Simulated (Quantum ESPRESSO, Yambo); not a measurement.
# KF (Carobbiite): G0W0 with Yambo, start to end, part 2 of 2

How does a plane-wave GW calculation on KF (Carobbiite) run from the first input to the gap?

Quantum ESPRESSO 7.5 and Yambo 5.3.0; PBE and many-body steps on it, plane waves. Known limits of the many-body steps: not at the basis limit; coarse k mesh.

So far. Step 2 (Ground state): The gap is direct, at Γ. Step 3 (Bands along the symmetry lines): The gap is 6.199 eV, as in the run before at this level.

**4. Empty states on the mesh, 4×4×4 mesh, 167 bands**

Level of this step: DFT, PBE, plane waves, norm-conserving pseudopotentials (Quantum ESPRESSO).

The sums over transitions need many empty states on a uniform mesh; this step solves for them.

Input file pw.in:

```
&control
  calculation = 'nscf'
  prefix = 'x'
  outdir = 'o'
  pseudo_dir = 'pseudo'
/
&system
  ibrav = 0
  nat = 2
  ntyp = 2
  ecutwfc = 72.0
  nbnd = 167
  force_symmorphic = .true.
/
&electrons
  conv_thr = 1e-9
  electron_maxstep = 80
  diago_full_acc = .true.
  diago_thr_init = 5e-6
/
ATOMIC_SPECIES
  K 39.098 K.upf
  F 18.998 F.upf
CELL_PARAMETERS angstrom
  -0.0000000000 2.6718500000 2.6718500000
  2.6718500000 -0.0000000000 2.6718500000
  2.6718500000 2.6718500000 0.0000000000
ATOMIC_POSITIONS crystal
  K 0.0000000000 0.0000000000 0.0000000000
  F 0.5000000000 0.5000000000 0.5000000000
K_POINTS automatic
  4 4 4 0 0 0
```

Launch:

```console
$ OMP_NUM_THREADS=1 mpirun -n 8 pw.x -nk 4 -in pw.in > pw.out
```

The program printed:

```text
[banner, memory and clock lines left out]
Program PWSCF v.7.5 starts

     Atomic positions and unit cell read from directory:
     o/x.save/

     Message from routine setup:
     using ibrav=0 with symmetry is DISCOURAGED, use correct ibrav instead

     bravais-lattice index     =            0
     lattice parameter (alat)  =       7.1405  a.u.
     unit-cell volume          =     257.4322 (a.u.)^3
     number of atoms/cell      =            2
     number of atomic types    =            2
     number of electrons       =        16.00
     number of Kohn-Sham states=          167
     kinetic-energy cutoff     =      72.0000  Ry
     charge density cutoff     =     288.0000  Ry
     Exchange-correlation= PBE
                           (   1   4   3   4   0   0   0)

     celldm(1)=   7.140456  celldm(2)=   0.000000  celldm(3)=   0.000000
     celldm(4)=   0.000000  celldm(5)=   0.000000  celldm(6)=   0.000000

     crystal axes: (cart. coord. in units of alat)
               a(1) = (  -0.000000   0.707107   0.707107 )
               a(2) = (   0.707107  -0.000000   0.707107 )
               a(3) = (   0.707107   0.707107   0.000000 )

     reciprocal axes: (cart. coord. in units 2 pi/alat)
               b(1) = ( -0.707107  0.707107  0.707107 )
               b(2) = (  0.707107 -0.707107  0.707107 )
               b(3) = (  0.707107  0.707107 -0.707107 )
     Pseudo is Norm-conserving + core correction, Zval =  9.0
     Generated using ONCVPSP code by D. R. Hamann
     Using radial grid of 2222 points,  6 beta functions with:
     Pseudo is Norm-conserving + core correction, Zval =  7.0
     Generated using ONCVPSP code by D. R. Hamann
     Using radial grid of  832 points,  5 beta functions with:
     K                 9.00    39.09800     K ( 1.00)
     F                 7.00    18.99800     F ( 1.00)

     48 Sym. Ops., with inversion, found

   Cartesian axes

     site n.     atom                  positions (alat units)
         1        K      tau(   1) = (   0.0000000   0.0000000   0.0000000  )
         2        F      tau(   2) = (   0.7071068   0.7071068   0.7071068  )

     number of k points=     8
                       cart. coord. in units 2pi/alat
        k(    1) = (   0.0000000   0.0000000   0.0000000), wk =   0.0312500
        k(    2) = (   0.1767767   0.1767767  -0.1767767), wk =   0.2500000
        k(    3) = (  -0.3535534  -0.3535534   0.3535534), wk =   0.1250000
[...]
k(    7) = (  -0.7071068   0.0000000   0.0000000), wk =   0.0937500
        k(    8) = (  -0.7071068   0.3535534   0.0000000), wk =   0.1875000

     Dense  grid:    21187 G-vectors     FFT dimensions: (  40,  40,  40)

     The potential is recalculated from file :
     o/x.save/charge-density

     Starting wfcs are    9 randomized atomic wfcs +  158 random wfcs

     Band Structure Calculation

     End of band structure calculation

          k = 0.0000 0.0000 0.0000 (  2685 PWs)   bands (ev):

   -24.5780 -17.0623  -7.8279  -7.8279  -7.8279   1.5366   1.5366   1.5366
     7.7360  12.2308  12.2308  12.2308  13.8583  13.8583  18.4361  25.8136
    25.8136  25.8136  25.8414  25.8414  25.8414  28.3039  28.3039  28.3039
[...]
[... 9 further rows ...]
[...]
139.7289 139.7289 140.2939 143.7406 143.7414 143.7484 143.7561

          k = 0.1768 0.1768-0.1768 (  2656 PWs)   bands (ev):

[...]
[... 9 further rows ...]
[...]
144.1632 144.1632 145.3471 145.3471 146.5773 146.7381 146.7381

          k =-0.3536-0.3536 0.3536 (  2638 PWs)   bands (ev):

[...]
78.1755  81.0804  82.4950  82.4950  83.0432  84.8838  84.8838  85.6328
     [... 9 further rows ...]
   138.4386 138.5362 138.5587 138.5587 138.5673 138.5673 139.7663 139.7663
   144.3867 144.3867 144.4530 144.6298 145.2634 145.2634 146.8314

          k = 0.3536 0.0000 0.0000 (  2650 PWs)   bands (ev):

     [... further k-points ...]

     highest occupied, lowest unoccupied level (ev):     1.5366    7.7360

     XML data file, pseudopotentials, collected wavefunctions
```

It took 6.3 s on 8 MPI ranks of Arm Neoverse V1, shared host; peak memory 0.52 GiB.

Numbers from this step:

```yaml
gap: 6.199 eV
k_of_the_valence_top: 0, 0, 0
k_of_the_conduction_bottom: 0, 0, 0
least_direct_gap: 6.199 eV
k_points_computed: 8
lowest_point_of_the_top_converged_band_above_the_valence_top: 142.2196 eV
```

On this mesh the gap is 6.199 eV.

**5. Conversion and set-up**

This step: Yambo 5.3.0; conversion and set-up on PBE, plane waves, norm-conserving pseudopotentials.

The states are converted to the many-body program's format and the q mesh is built.

Launch:

```console
$ (cd o/x.save; p2y > p2y.log; mv SAVE ../..); yambo > setup.log
```

The program printed:

```text
 Yambo, version 5.3.0

 [02] CORE Variables Setup
 =========================

  [02.01] Unit cells
  ==================

  Cell kind             :  FCC
  Atoms in the cell     :  K  F
  number of K  atoms    :  1
  number of F  atoms    :  1

  List of atomic masses
  Mass of K     :  39.09800
  Mass of F     :  18.99800

  List of atomic coordinates    : [cc]
  K1       :  0.000000  0.000000  0.000000  order 1
  F1       :  5.049065  5.049065  5.049065  order 2

  Alat factors          :  5.049065  5.049065  5.049065 [a.u.]
  Direct lattice volume :  257.4322 [a.u.]
  Direct lattice vectors:  A[ 1 ]  A[ 2 ]  A[ 3 ]
   A[ 1 ]: -0.000000  1.000000  1.000000  [iru]
  -0.000000  5.049065  5.049065  [cc]
   A[ 2 ]:  1.000000 -0.000000  1.000000  [iru]
   5.049065 -0.000000  5.049065  [cc]
   A[ 3 ]:  1.000000  1.000000  0.000000  [iru]
   5.049065  5.049065  0.000000  [cc]

  Recip. lattice volume :  0.963556 [a.u.]
  Recip. lattice vectors:  B[ 1 ]  B[ 2 ]  B[ 3 ]
   B[ 1 ]: -0.500000  0.500000  0.500000  [iku]
  -0.622213  0.622213  0.622213  [cc]
   B[ 2 ]:  0.500000 -0.500000  0.500000  [iku]
   0.622213 -0.622213  0.622213  [cc]
   B[ 3 ]:  0.500000  0.500000 -0.500000  [iku]
   0.622213  0.622213 -0.622213  [cc]

  [02.02] Symmetries
  ==================

  Inversion symmetry    : yes
  Spatial inversion     : yes
  Inversion index       :  25
  K-space Time-reversal : no
  Magnetic symmetries   : no
  Group table correct   : yes
  Symmetries units      :  [cc]

   [S  1]:   1.0000      0.22084E-16  0.22084E-16  0.22084E-16   1.0000     -0.22084E-16 -0.22084E-16 -0.22084E-16   1.0000
   [S  2]:  -1.0000     -0.22084E-16  0.22084E-16 -0.22084E-16  -1.0000     -0.22084E-16  0.22084E-16  0.22084E-16   1.0000
   [S  3]:  -1.0000      0.22084E-16 -0.22084E-16 -0.22084E-16   1.0000      0.22084E-16  0.22084E-16 -0.22084E-16  -1.0000
[...]
[... 36 further rows ...]
   [S 47]:  0.22084E-16   1.0000     -0.22084E-16 -0.22084E-16  0.22084E-16  -1.0000       1.0000     -0.22084E-16  0.22084E-16
   [S 48]:  0.22084E-16  -1.0000      0.22084E-16 -0.22084E-16 -0.22084E-16   1.0000       1.0000      0.22084E-16 -0.22084E-16

  [02.03] Reciprocal space
  ========================

  nG shells         :  250
  nG charge         :  21187
  nG WFs            :   3335
  nC WFs            :  2685
  G-vecs. in first 25 shells:  [ Number ]
     1    9   15   27   51   59   65   89  113
    137   169   181   229   259   283   307   331   339
    387   411   459   531   537   561   609
  ...
  Shell energy in first 25 shells:  [ mHa ]
    0.00000      580.723      774.298      1548.60      2129.32      2322.89      3097.19      3677.91      3871.49
    4645.79      5226.51      6194.38      6775.10      6968.68      7742.98      8323.70      8517.27      9291.57
    9872.29      10065.9      10840.2      11420.9      12388.8      12969.5      13163.1
  ...

[...]
BZ  K-points                                      :   64

  K/Q-points units:
  rlu = crystal or reduced units; cc = cartesian coordinates; iku = interal k-units

  K [1]          [rlu]:  0.000000  0.000000  0.000000
         WF components:  2685
  K [2]          [rlu]:  0.16981E-17  0.16981E-17  0.25000
         WF components:  2656
  K [3]          [rlu]: -0.33962E-17 -0.33962E-17 -0.50000
         WF components:  2638
  K [4]          [rlu]:  0.74356E-19  0.25000      0.25000
         WF components:  2650
  K [5]          [rlu]:  0.35728E-18  0.25000     -0.50000
         WF components:  2654
  [... 2 further k-points ...]
  K [8]          [rlu]:  0.250000 -0.500000 -0.250000
         WF components:  2656

  [02.05] Energies & Occupations
  ==============================

  [X] === General ===
  [X] Electronic Temperature                        :  0.000000  0.000000 [eV K]
  [X] Bosonic    Temperature                        :  0.000000  0.000000 [eV K]
  [X] Finite Temperature mode                       : no
  [X] El. density                                   :  0.41942E+24 [cm-3]
  [X] Fermi Level                                   :  1.536557 [eV]

  [X] === Gaps and Widths ===
  [X] Conduction Band Min                           :  6.199421 [eV]
  [X] Valence Band Max                              :  0.000000 [eV]
  [X] Filled Bands                                  :   8
  [X] Empty Bands                                   :    9  167
  [X] Direct Gap                                    :  6.199421 [eV]
  [X] Direct Gap localized at k                     :  1
  [X] Indirect Gap                                  :  6.199421 [eV]
  [X] Indirect Gap between kpts                     :  1  1
  [X] Last valence band width                       :  0.344584 [eV]
  [X] 1st conduction band width                     :  3.553835 [eV]

  E @ K [1]:  [eV]
   -26.115      -18.599      -9.3644      -9.3644      -9.3644     -0.45878E-10 -0.27871E-10   0.0000
    6.19942  10.69423  10.69423  10.69423  12.32173  12.32173  16.89953  24.27707
  occ @ K [1]
   2.000000  2.000000  2.000000  2.000000  2.000000  2.000000  2.000000  2.000000
[...]
E @ K [2]:  [eV]
[...]
occ @ K [2]
[...]
E @ K [3]:  [eV]
[...]
occ @ K [3]
[...]
E @ K [4]:  [eV]
[...]
occ @ K [4]
[...]
E @ K [5]:  [eV]
[...]
occ @ K [5]
[...]
[... 2 further k-points ...]
  E @ K [8]:  [eV]
[...]
occ @ K [8]
   2.000000  2.000000  2.000000  2.000000  2.000000  2.000000  2.000000  2.000000
   0.000000  0.000000  0.000000  0.000000  0.000000  0.000000  0.000000  0.000000

 [03] Transferred momenta grid and indexing
 ==========================================

 IBZ Q-points                                      :   8
 BZ  Q-points                                      :   64

 K/Q-points units:
 rlu = crystal or reduced units; cc = cartesian coordinates; iku = interal k-units

 Q [1]          [rlu]:  0.000000  0.000000  0.000000
 Q [2]          [rlu]:  0.16981E-17  0.16981E-17  0.25000
 Q [3]          [rlu]: -0.33962E-17 -0.33962E-17 -0.50000
[...]
Q [7]          [rlu]: -0.14871E-18 -0.50000     -0.50000
 Q [8]          [rlu]:  0.250000 -0.500000 -0.250000

  [03.01] X indexes
  =================

   [03.01.01] Sigma indexes
   ========================

 [06] Game Over & Game summary
```

Wall time 2.4 s (1 MPI rank); peak memory 0.24 GiB.

**6. Screening and self-energy, 4×4×4 mesh, 167 bands, screening to 210.9 eV**

Now the one-shot GW correction: screening in the RPA, then the self-energy of the levels asked for.

This step: G0W0 on PBE, plane waves, norm-conserving pseudopotentials.

Input file gw1.in:

```
HF_and_locXC
gw0
dyson
ppa
em1d
rim_cut
RandQpts= 1000000
RandGvec= 1 RL
EXXRLvcs= 72 Ry
VXCRLvcs= 288 Ry
Chimod= "HARTREE"
% BndsRnXp
 1 | 167 |
%
NGsBlkXp= 15.5 Ry
% LongDrXp
 1 | 1 | 1 |
%
% GbndRnge
 1 | 167 |
%
DysSolver= "n"
ExtendOut
PPAPntXp= 27.21138 eV
% QPkrange
 1 | 1 | 7 | 10 |
%
```

Launch:

```console
$ OMP_NUM_THREADS=1 mpirun -n 8 yambo -F gw1.in -J gw1 -C gw1 > gw1.log
```

The program printed:

```text
 Yambo, version 5.3.0

 [02] CORE Variables Setup
 =========================

  [... cell, symmetries and grids as in the set-up ...]

  [02.05] Energies & Occupations
  ==============================

  [X] === General ===
  [X] Electronic Temperature                        :  0.000000  0.000000 [eV K]
  [X] Bosonic    Temperature                        :  0.000000  0.000000 [eV K]
  [X] Finite Temperature mode                       : no
  [X] El. density                                   :  0.41942E+24 [cm-3]
  [X] Fermi Level                                   :  1.536557 [eV]

  [X] === Gaps and Widths ===
  [X] Conduction Band Min                           :  6.199421 [eV]
  [X] Valence Band Max                              :  0.000000 [eV]
  [X] Filled Bands                                  :   8
  [X] Empty Bands                                   :    9  167
  [X] Direct Gap                                    :  6.199421 [eV]
  [X] Direct Gap localized at k                     :  1
  [X] Indirect Gap                                  :  6.199421 [eV]
  [X] Indirect Gap between kpts                     :  1  1
  [X] Last valence band width                       :  0.344584 [eV]
  [X] 1st conduction band width                     :  3.553835 [eV]

 [03] Transferred momenta grid and indexing
 ==========================================

 IBZ Q-points                                      :   8
 BZ  Q-points                                      :   64

 K/Q-points units:
 rlu = crystal or reduced units; cc = cartesian coordinates; iku = interal k-units

 Q [1]          [rlu]:  0.000000  0.000000  0.000000
 Q [2]          [rlu]:  0.16981E-17  0.16981E-17  0.25000
 Q [3]          [rlu]: -0.33962E-17 -0.33962E-17 -0.50000
 Q [4]          [rlu]:  0.74356E-19  0.25000      0.25000
 Q [5]          [rlu]: -0.62307E-17  0.25000      0.50000
 Q [6]          [rlu]: -0.33962E-17  0.25000     -0.25000
 Q [7]          [rlu]: -0.14871E-18 -0.50000     -0.50000
 Q [8]          [rlu]:  0.250000 -0.500000 -0.250000

 [04] Coloumb potential Random Integration (RIM)
 ===============================================

  [04.01] RIM initialization
  ==========================

  * Diagonal components only detected *

  8 x (sBL volume)        :  0.120444 [a.u.]
  sBZ random points       :  1000000
  Points outside the sBZ  :   7996195
  RL volume               :  0.963556 [a.u.]
  Integrated volume       :  0.964014 [a.u.]

  [04.02] RIM integrals
  =====================

  Gamma point sphere radius             :  0.089580 [a.u.]
  Points outside the sphere             :   799659
  [Int_sBZ(q=0) 1/q^2]*(Vol_sBZ)^(-1/3) =:  7.764404
                                 should be <:  7.795600

  Summary of Coulomb integrals for non-metallic bands |Q|[au] RIM/Bare

  Q [1] 0.100000E-4 0.995998 * Q [2] 0.269426 1.064955
  Q [4] 0.311106 1.063169 * Q [6] 0.439971 1.026119
  Q [5] 0.515912 1.019126 * Q [3] 0.538852 1.017184
  Q [7] 0.622213 1.014132 * Q [8] 0.695655 1.011034

 [05] Dipoles
 ============

  [05.01] Setup: observables and procedures
  =========================================

 [06] Dynamic Dielectric Matrix (PPA)
 ====================================

 [SLK-Inversion]  Pools        :  2
 [SLK-Inversion]  BLACS grid   :  2  2

 [WR./gw1//ndb.pp]---------------------------------------------------------------
  Brillouin Zone Q/K grids (IBZ/BZ)                :    8   64    8   64
  RL vectors                                       :   3383 [WF]
  Coulomb cutoff potential                         : none
  Electronic Temperature                           :  0.000000 [K]
  Bosonic    Temperature                           :  0.000000 [K]
  PPA    diel. fun.  energies                      : Perdew, Burke & Ernzerhof(X)+Perdew, Burke & Ernzerhof(C)
  wavefunctions                                    : Perdew, Burke & Ernzerhof(X)+Perdew, Burke & Ernzerhof(C)
  Global Gauge                                     : length
  X matrix size                                    :  307
  X band range                                     :    1  167
  X e/h energy range                               : -1.000000 -1.000000 [eV]
  X Time ordering                                  : R
  X Hxc Kernel                                     : HARTREE
  X Drude frequency                                :  0.000000  0.000000
  X poles                                          :  100.0000 [o/o]
  RL vectors in the sum                            :   3383
  [r,Vnl] included                                 : yes
  Field direction                                  :  0.577350E-5  0.577350E-5  0.577350E-5
  BZ energy Double Grid                            : no
  BZ energy DbGd points                            : 0
  BZ Q point size factor                           : -1.000000
  X Optical Averaged directions                    : none

 [07] Local Exchange-Correlation + Non-Local Fock
 ================================================

 [VXC] Plane waves :  21187
 [EXS] Plane waves :  2733

 QP @ state[ 1 ] K range:  1  1
 QP @ state[ 1 ] b range:   7  10

 [xc] Functional : Perdew, Burke & Ernzerhof(X)+Perdew, Burke & Ernzerhof(C)
 [xc] LIBXC used to calculate xc functional
  PP Number of Atomic Species                      :  2
  NLCC RL compoments                               :  21187
  PP Number of Atomic Species                      :  2
  NLCC RL compoments                               :  21187

 [xc] E_xc :  -9.052398 [Ha]
      E_xc :  -18.10480 [Ry]

  Local XC kind (lXC) : Perdew, Burke & Ernzerhof(X)+Perdew, Burke & Ernzerhof(C)
  Non-Local XC kind (nlXC) : Hartree-Fock

  Corrections @ K [1] :  [eV]
 <7|nlXC|7> = -29.45288 -0.18799E-16 <7|lXC|7> = -21.89882  0.66086E-15
 <8|nlXC|8> = -29.45302 -0.18444E-16 <8|lXC|8> = -21.89882  0.11801E-15
 <9|nlXC|9> = -4.028151 -0.29572E-18 <9|lXC|9> = -7.969212  0.18882E-15
 <10|nlXC|10> = -4.982585  0.55684E-18 <10|lXC|10> = -10.84085  0.94408E-16

 [08] Dyson equation: Newton solver
 ==================================

  [08.01] G0W0 (W PPA)
  ====================

  [  GW  ] Bands range     :    1  167
  [GW/PPA] G damping       :  0.100000 [eV]

  QP @ state[ 1 ] K range:  1  1
  QP @ state[ 1 ] b range:   7  10

   Sc/G bands                                       :    1  167
   Sc/G damping                                     :  0.100000 ev
   Sc bands terminator                              : no
   Sx RL components                                 :  2733

   QP @ state[ 1 ] K range                          :  1  1
   QP @ state[ 1 ] b range                          :   7  10
   GF energies kind                                 : Perdew, Burke & Ernzerhof(X)+Perdew, Burke & Ernzerhof(C)
   GF WF`s kind                                     : Perdew, Burke & Ernzerhof(X)+Perdew, Burke & Ernzerhof(C)
   Xs energies kind                                 : Perdew, Burke & Ernzerhof(X)+Perdew, Burke & Ernzerhof(C)
   Xs WF`s kind                                     : Perdew, Burke & Ernzerhof(X)+Perdew, Burke & Ernzerhof(C)

 [11] Game Over & Game summary
```

Wall time 50 s (8 MPI ranks); peak memory 3 GiB; 6.5 min of CPU time.

Numbers from this step:

```
G0W0 gap on the points computed              : 9.611 eV
starting gap on the mesh                     : 6.199 eV
k of the valence top                         : 0, 0, 0
k of the conduction bottom                   : 0, 0, 0
least direct G0W0 gap on the computed points : 9.611 eV
Z at the valence top                         : 0.8104
Z at the conduction bottom                   : 0.8999
```

The gap on the mesh goes from 6.20 eV to 9.61 eV, a correction of +3.41 eV.

Limits: finite bands, cutoff and mesh; coarse k mesh. v1 is the top filled band, c1 the lowest empty one. Levels before and after the correction, in eV, zero at the valence-band top of each column:

|  | conduction bottom | valence top |
| --- | --- | --- |
| Kohn-Sham | 6.20 | 0.00 |
| G0W0 | 9.61 | 0.00 |

|  | level | energy (eV) |
| --- | --- | --- |
| Kohn-Sham | Γ v2-v1 | 0.000 |
| Kohn-Sham | Γ c1 | 6.199 |
| Kohn-Sham | Γ c2 | 10.694 |
| G0W0 | Γ v2-v1 | 0.000 |
| G0W0 | Γ c1 | 9.611 |
| G0W0 | Γ c2 | 15.497 |

**7. Where the time went**

Times are wall times on the hardware named with each run, good to a factor of about two.

| step | time | share | memory (GiB) |
| --- | --- | --- | --- |
| ground state | 2.5 s | 4 % | 0.41 |
| bands along the symmetry lines | 2.6 s | 4 % | 0.37 |
| empty states on the mesh | 6.3 s | 10 % | 0.52 |
| conversion and set-up | 2.4 s | 4 % | 0.24 |
| screening and self-energy | 50 s | 78 % | 3.0 |

**8. What came out**

| Item | Value |
| --- | --- |
| PBE gap | 6.20 eV, direct |
| G0W0 gap on the mesh | 9.61 eV |
| GW settings | 4×4×4 mesh, 167 bands, screening to 210.9 eV, Godby-Needs plasmon pole |
| known limits | not at the basis limit; coarse k mesh |

G0W0 moves the gap on the mesh from 6.20 eV to 9.61 eV (+3.41 eV), with Z of 0.81 and 0.90 at the edges. Only 1 of the mesh's irreducible points was corrected, so a valley elsewhere could overtake. The dearest step here is «screening and self-energy». Bands and cutoff are finite, so the gap is not at the basis limit. The miss can reach some tenths of an eV and take either sign; the mesh is an error of its own. In the G0W0 run levels were corrected at 1 k point alone, so a gap called «on the mesh» is the least over those, and an edge elsewhere would be missed. The 4×4×4 mesh is coarse for this cell, which bears on the long-range parts of exchange and screening.

[Paths, hosts, dates, memory and timing lines, banners, echoed tables and standing remarks are left out of the program output.]

[Logs are printed without paths, hosts, clocks, repeated set-up lines and the standing remarks that a program may print on its own settings, such as how far it seeks lower states.]

[Runs of the session that timed out or met a known fault of the program may be left out.]

[Hosts, paths, dates, database ids (printed as entryN), source tags and the programs' standing remarks are cut or masked in the printed files.]
